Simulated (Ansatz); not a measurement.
**Cu: comparing deformations**

Method: DFT PBEsol, scalar-relativistic, plane waves, PAW in Ansatz 0.2.0. Cutoff 420 eV, Γ-centred 28×28×28 k-points, Gaussian smearing of 0.15 eV. No spin polarisation. Energies are free energies at this smearing, counted from the undisturbed cell; pressure is positive in compression.

The starting cell (relaxed at this level):

```
CELL_PARAMETERS angstrom
0.00000 1.78169 1.78169
1.78169 0.00000 1.78169
1.78169 1.78169 0.00000
ATOMIC_POSITIONS crystal
Cu 0.00000 0.00000 0.00000
```

The cell is strained by ε times a Voigt pattern (xx, yy, zz, yz, xz, xy; engineering shear) with fractional coordinates fixed. τ = (1/V0) dE/dε comes from the stress tensor. Of each scan, only the three points used here are listed.

```
           pattern        ε  τ (GPa)
(1, 1, 0, 0, 0, 0)  -0.0250   -20.35
(1, 1, 0, 0, 0, 0)   0.0000    -0.04
(1, 1, 0, 0, 0, 0)   0.0250    15.88
(0, 0, 1, 0, 0, 0)  -0.0250    -5.67
(0, 0, 1, 0, 0, 0)   0.0000    -0.02
(0, 0, 1, 0, 0, 0)   0.0250     5.01
(0, 0, 0, 0, 1, 0)  -0.0125    -1.25
(0, 0, 0, 0, 1, 0)   0.0000     0.00
(0, 0, 0, 0, 1, 0)   0.0125     1.25
(0, 1, 0, 0, 0, 0)  -0.0250    -5.67
(0, 1, 0, 0, 0, 0)   0.0000    -0.02
(0, 1, 0, 0, 0, 0)   0.0250     5.01
```

Task: Which constants do the scans give, and which deformation costs least for the same size of strain tensor?

Result: The slope dτ/dε at zero (parabola through three points) is pᵀCp: (1, 1, 0, 0, 0, 0) gives 2(C11 + C12) = 725 GPa; (0, 0, 1, 0, 0, 0) gives C11 = 214 GPa; (0, 0, 0, 0, 1, 0) gives C44 = 100 GPa; (0, 1, 0, 0, 0, 0) gives C11 = 214 GPa. The size of the strain tensor, ε:ε, is ε² times 2.0, 1.0, 0.5, 1.0. Per unit of it the stiffnesses are 362, 214, 200, 214 GPa, so (0, 0, 0, 0, 1, 0) is the softest of these: at ε:ε = (1 %)² the quadratic term costs 0.70 meV/atom against 1.28 for the stiffest.

Task: What else follows for this cubic crystal?

Result: From the unrounded slopes C11 = 213.6 and C12 = 148.6 GPa, so B = (C11 + 2 C12)/3 = 170 GPa and the Poisson ratio for a pull along a cube edge is C12/(C11 + C12) = 0.41.

Task: How anisotropic is this cubic crystal?

Result: Zener's ratio 2 C44/(C11 − C12) = 3.07; it is 1 for an isotropic solid.

In a metal these slopes depend on the k mesh and the smearing.